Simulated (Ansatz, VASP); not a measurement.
# One calculation of CO2, two programs

INCAR

```
SYSTEM = CO2
PREC     = Accurate       ! precision mode
ENCUT    = 520            ! plane-wave cutoff, eV
EDIFF    = 1E-6           ! SCF threshold, eV
ISMEAR   = 0              ! smearing method
SIGMA    = 0.1            ! smearing width, eV
LREAL    = .False.        ! projectors in reciprocal space
LASPH    = .True.         ! aspherical terms in the spheres
NELM     = 100            ! most SCF steps
ALGO     = Normal         ! electronic algorithm
ISIF     = 2              ! what is computed and relaxed
LWAVE    = .False.        ! write WAVECAR
LCHARG   = .False.        ! write CHGCAR
GGA      = PE             ! functional
NBANDS   = 25             ! bands
```

File KPOINTS:

```
regular mesh
0
Gamma
  6 6 6
  0 0 0
```

The input POSCAR:

```
CO2
1.0
    0.0000000000      3.3135542737      3.3135542737
    3.3135542737      0.0000000000      3.3135542737
    3.3135542737      3.3135542737      0.0000000000
C O
2 4
Direct
    0.0000000000      0.0000000000      0.0000000000
    0.2500000000      0.2500000000      0.2500000000
    0.6250000000      0.6250000000      0.6250000000
    0.1250000000      0.6250000000      0.6250000000
    0.6250000000      0.6250000000      0.1250000000
    0.6250000000      0.1250000000      0.6250000000
```

Input for Ansatz:

```yaml
crystal:
  lattice:
    - [0.0, 3.3135542737, 3.3135542737]
    - [3.3135542737, 0.0, 3.3135542737]
    - [3.3135542737, 3.3135542737, 0.0]
  atoms:
    - { symbol: C, position: [0.0, 0.0, 0.0] }
    - { symbol: C, position: [0.25, 0.25, 0.25] }
    - { symbol: O, position: [0.625, 0.625, 0.625] }
    - { symbol: O, position: [0.125, 0.625, 0.625] }
    - { symbol: O, position: [0.625, 0.625, 0.125] }
    - { symbol: O, position: [0.625, 0.125, 0.625] }
basis:
  ecutwfc: 420
kpoints:
  mp_grid: { grid: [6, 6, 6] }
hamiltonian:
  xc: pbe
scf:
  occupations: { method: gaussian, width: 0.1 }
  lower_state_search: "off"
output:
  forces: true
  stress: true
  eigenvalues: true
```

Alike in both runs: task single point; functional PBE; k mesh 6 × 6 × 6; occupations gaussian, width 0.1 eV; no spin polarisation.

|  | VASP | Ansatz |
| --- | --- | --- |
| version | VASP 6.6.1 | Ansatz 0.2.0 |
| potentials or method | VASP PAW PBE potentials, release 64 (C, O) | scalar-relativistic, plane waves, PAW |
| plane-wave cutoff (eV) | 520 | 420 |
| valence electrons in the cell | 32 | 32 |

|  | VASP | Ansatz | Ansatz less VASP |
| --- | --- | --- | --- |
| gap on the k mesh at the Fermi level (eV) | none | none | - |
| pressure (GPa) | -20.8 | -20.6 | +0.19 |

A gap of «none» marks a metal or a gap that the smearing closes. With one functional, cell and mesh, what is left measures potentials, basis and numerics.

Caveats: so large a pressure means that the cell lies far from this level's equilibrium, or that cutoff or potentials fall short (VASP).
